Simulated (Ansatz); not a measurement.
## Axial (c/a) deformation path in TiSi2

The calculation used Ansatz 0.2.0, DFT PBE, scalar-relativistic, plane waves, PAW. Settings: plane waves to 420 eV, k-mesh 24×24×24 (Γ-centred), Gaussian smearing 0.15 eV. No spin polarisation. Energies are free energies at this smearing, counted from the undisturbed cell; pressure is positive in compression.

Reference structure (relaxed at this level; this form isn't the usual structure):

```
CELL_PARAMETERS angstrom
-1.48569 1.70491 4.20475
1.48569 -1.70491 4.20475
1.48569 1.70491 -4.20475
ATOMIC_POSITIONS crystal
Ti 0.00000 0.00000 0.00000
Si 0.32964 0.32964 0.00000
Si 0.67036 0.67036 0.00000
```

At fixed volume and fractional coordinates, lengths along (0.000, 0.000, 1.000) are scaled against those across it; ρ is that ratio over its starting value. The cell is metallic on the mesh throughout.

| ρ | ΔE (meV/atom) | pressure (GPa) |
| --- | --- | --- |
| 0.800 | ? | ? |
| 0.850 | 158.6 | 4.9 |
| 0.920 | 41.1 | 1.5 |
| 0.960 | 9.7 | 0.5 |
| 1.000 | 0.0 | 0.0 |
| 1.050 | 12.0 | 0.0 |
| 1.100 | 44.2 | 0.3 |
| 1.200 | ? | ? |
| 1.300 | 258.1 | 2.8 |

Q: Give the withheld values.

A: ΔE (meV/atom) at ρ = 0.800: 279.0; pressure (GPa) at ρ = 0.800: 8.2; ΔE (meV/atom) at ρ = 1.200: 144.3; pressure (GPa) at ρ = 1.200: 1.5.

Cost: 9 runs of about 2.9 core-minutes in all, on AMD EPYC 9R45 (Zen 5) (shared hosts).